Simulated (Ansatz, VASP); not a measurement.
One calculation of LiH, two programs

```
Li H
1.0
     2.51490    0.00000    0.00000
     0.00000    2.51490    0.00000
     0.00000    0.00000    2.51490
Li H
1 1
Direct
  0.00000 0.00000 0.00000
  0.50000 0.50000 0.50000
```

Change from the starting cell: species swapped into the NbRu type (P4/mmm, No. 123).

Alike in both runs: task relaxation of cell and atoms; functional PBE; k mesh 10 × 10 × 10; occupations gaussian, width 0.02 eV; no spin polarisation.

|  | VASP | Ansatz |
| --- | --- | --- |
| version | VASP 6.6.1 | Ansatz 0.2.0 |
| potentials or method | VASP PAW PBE potentials, release 64 (Li_sv, H) | scalar-relativistic, plane waves, PAW |
| plane-wave cutoff (eV) | 600 | 420 |
| valence electrons in the cell | 4 | 4 |

```tsv
	VASP	Ansatz	Ansatz less VASP
gap on the k mesh at the Fermi level, each at its own relaxed structure (eV)	0.73	0.71	-0.021
relaxed volume (Å³/atom)	7.84	7.88	+0.043
relaxed cell length with the largest relative difference (Å)	2.503	2.507	+0.0046
```

Caveats: the cutoff is under 1.25 times the usual one of these potentials, so pressure, stress and relaxed cells hold a basis-set (Pulay) error (VASP). A k mesh can miss the band edges.
